## Much energy, little extra tension

The most stretched cell, at 16.932 Å³ per atom, looks wrong at first sight. The step that leads to it brings about 80 % of the whole rise in energy above the lowest row. Yet the tension in the crystal grows by only 6.6 GPa in that step, from 22.8 to 29.4 GPa. A crystal that costs so much more energy to stretch might be thought to pull back much harder.

Face-centred cubic nickel at several fixed volumes, computed with Ansatz 0.2.0: scalar-relativistic PBE, PAW, collinear spin, plane-wave cutoff 420 eV, 8×8×8 k mesh, Gaussian smearing of 0.1 eV. Energies are taken at zero smearing, relative to the standard crystal of nickel in the same functional; pressure is positive in compression.

| volume (Å³/atom) | shortest distance (Å) | energy over elements (eV/atom) | pressure (GPa) |
| --- | --- | --- | --- |
| 10.492 | 2.457 | 0.010 | 8.480 |
| 10.940 | 2.492 | 0.000 | -0.650 |
| 11.052 | 2.500 | 0.001 | -2.620 |
| 11.707 | 2.549 | 0.032 | -11.970 |
| 12.890 | 2.632 | 0.163 | -22.210 |
| 12.990 | 2.639 | 0.177 | -22.790 |
| 16.932 | 2.882 | 0.866 | -29.370 |

The puzzle goes away once energy and pressure are read as one curve and its slope. Let $E$ be the energy per atom, $V$ the volume per atom and $P$ the pressure, positive when the crystal pushes outward. Then

$$P = -\frac{dE}{dV}, \qquad t = -P = \frac{dE}{dV},$$

where $t$ is the tension, the inward pull of a stretched crystal. Tension is thus the price in energy of each further bit of volume. The energy keeps rising as long as that price is positive, even if the price itself no longer goes up.

The last step is also by far the widest. It covers 3.942 of the 5.992 Å³ between the lowest row and the last one, about two thirds of the stretch, and the price is high all the way. A wide step at high tension must bring a large share of the energy. The row therefore fits the curve, and what needs explaining is why the tension levels off.

It also belongs to the same material state as the others. Every cell is a ferromagnetic metal with a total moment of about 0.7 Bohr magnetons per atom. The flattening is therefore not the mark of a magnetic collapse on the way.

## Near the minimum: a stiff spring

The first limiting case is a crystal close to its natural volume. There the inward and outward forces cancel, and the pressure passes through zero. A straight line between the first two rows puts this point near 10.9 Å³, which corresponds to a cubic edge of 3.52 Å. The row at 10.940 Å³ has the lowest energy in the table, but it is already under slight tension.

The next row, at 11.052 Å³, lies only about 1 meV higher. On a coarse k mesh, so small a difference would be weak evidence if it stood alone. The pressures support the order, because both cells are under tension and the energy must then rise from one to the other. Both quantities come from the same mesh, however, so the exact place of the minimum remains untested.

For small changes of volume, any smooth energy minimum behaves like a spring: the tension grows in proportion to the stretch. The stiffness of this spring, multiplied by the volume, is the bulk modulus, the usual measure of how a solid resists a change of volume. Averaged over the step that crosses zero pressure, most of which lies in compression, it comes to roughly 220 GPa. The next step gives 193 GPa, and the value at zero pressure should lie between the two.

## Far apart: no pull at all

The opposite limit is a crystal pulled apart into separate atoms. This costs a finite energy. If the tension stayed at some fixed value for ever, each further Å³ would cost the same again and the total would grow without limit. The tension must therefore die away at large volume.

These two limits fix the broad outline of the curve. The tension starts at zero, rises as the crystal is stretched, and must return to zero when the atoms no longer feel each other. Somewhere between, it passes a maximum. Before that point the energy curve bends upward; beyond it, the curve still rises but bends over towards the energy of free atoms.

## Why the spring softens

The standard picture of bonding in transition metals explains what happens between the limits. Two opposing effects hold the crystal at its volume. The pull has two sources. One is the overlap of d orbitals on neighbouring atoms, which is modest in nickel because the d shell is nearly full. The other is the attraction of the more mobile s and p electrons to the positive ions around them. The push comes from the same s and p electrons, because squeezing them into less room, and against the filled inner shells, raises their kinetic energy.

Around a stable volume the push as a whole must fade faster with distance than the pull, or a stretched crystal wouldn't be drawn back. When the crystal is first stretched, the push drops quickly while most of the pull remains, so the net tension builds up fast. Further out, each further Å³ takes away less of the push, and the pull itself weakens as the orbitals overlap less and the mobile electrons are spread more thinly around the ions. The gain in tension then shrinks, and in the end it turns into a loss.

The same reasoning covers compression. The push now grows more and more steeply and outruns the pull, so the crystal becomes stiffer the more it is squeezed. The calculation doesn't divide the energy into push and pull, so this account rests on theory. What the table does show is its consequence, a stiffness that falls from each step to the next over the whole range.

The fall is large. Between 12.890 and 12.990 Å³, two cells so close together that they give almost a local slope, the volume times the gain in tension per Å³ is only about 75 GPa. That is little more than a third of the value around zero pressure. The crystal pulls back much harder here than near its minimum, yet it answers a further small stretch much more softly.

## How far a constant spring carries

The softening can be measured against a crystal that doesn't soften. Take the two rows just beyond the minimum and draw a straight line of tension against volume through them. Its slope $k$ is

$$k = \frac{2.62 - 0.65}{11.052 - 10.940} = \frac{1.97}{0.112} \approx 17.6\ \text{GPa/Å}^3 .$$

Carried on to the most stretched cell, which played no part in setting the line, it gives

$$t = 0.65 + 17.6 \times (16.932 - 10.940) \approx 106\ \text{GPa}.$$

The computed tension there is 29.4 GPa, so the constant spring is too strong by a factor of 3.6. That factor measures how far the softening, added up over the whole stretch, has brought the tension below the straight line.

Closer to the minimum the line does better, and its errors have the expected signs. At 11.707 Å³, a volume 7 % above that of the lowest row, it overestimates the computed tension by 18 %. In the one compressed cell it gives 7.2 GPa of pressure where the calculation gives 8.5 GPa. A spring of constant stiffness is thus too hard in stretching and too soft in squeezing, as one expects from a short-ranged push and a longer-ranged pull. The printed output below compares the line with every row.

A bulk modulus thus describes the neighbourhood of one volume and not the material at large. Used for a stretch of several per cent in volume, it already promises too much resistance, and the error grows with every further row. The tensions themselves also belong to a perfect crystal that is forced to expand evenly in all directions. A real piece of nickel would give way much earlier, through voids or cracks, neither of which can form in a cell with one atom.

## Has the maximum been passed?

The wide last step leaves one matter undecided. At the rate found between 12.890 and 12.990 Å³, 5.8 GPa per Å³, the crystal would gain the final 6.6 GPa within about 1.1 Å³. The step is more than three times as wide. The tension must therefore have slowed its rise well before the end, or have climbed above its final value and come part of the way back.

The energies narrow this down only a little. Divided by the volume step, the rise in electronic free energy gives a mean tension of 27.9 GPa, against 26.1 GPa for the average of the two end values. The tension thus runs, on average, above a straight line between the two cells, as it should if most of the gain comes early. Both a slow approach to a plateau and a low hump would fit. A low hump could be lost in the error of the coarse k mesh, so the test is to run a few cells between 13 and 17 Å³, together with the last one, on a denser mesh. If any of them pulls harder than the most stretched cell, that cell already lies beyond the greatest tension that this crystal can reach when it is stretched evenly.

Printed output of the fit:

```
Steps from the row above:
     row  volume step (Å³)  mean tension from energy (GPa)  mean of end tensions (GPa)  tension gained per Å³ (GPa/Å³)  mean volume times gain (GPa)
   10.94             0.448                          -3.734                      -3.915                           20.38                         218.4
  11.052             0.112                           1.659                       1.635                           17.59                         193.4
  11.707             0.655                           7.575                       7.295                           14.27                         162.4
   12.89             1.183                           17.67                       17.09                           8.656                         106.5
   12.99               0.1                           22.45                        22.5                             5.8                         75.05
  16.932             3.942                           27.91                       26.08                           1.669                         24.97
Tension and straight line:
     row  computed tension (GPa)  straight line (GPa)  line less computed (GPa)
  10.492                   -8.48                -7.23                      1.25
   10.94                    0.65                 0.65                         0
  11.052                    2.62                 2.62                         0
  11.707                   11.97                14.14                     2.171
   12.89                   22.21                34.95                     12.74
   12.99                   22.79                36.71                     13.92
  16.932                   29.37                  106                     76.67
Volume at zero pressure by linear interpolation (Å³/atom): 10.91
Cubic edge at that volume (Å): 3.52
Free energy of row 11.052 above row 10.940 (meV/atom): 1.16
Growth of volume from first to last row (%): 61.38
Growth of shortest distance from first to last row (%): 17.3
Energy rise in the last step (eV/atom): 0.689
Share of the last step in the rise from the lowest row (%): 79.56
Tension added in the last step (GPa): 6.58
Tension gained per Å³, first step over last step (ratio): 12.21
Straight line over computed tension in the last row (ratio): 3.611
Smallest total moment (Bohr magnetons per atom): 0.6836
Largest total moment (Bohr magnetons per atom): 0.6992
```
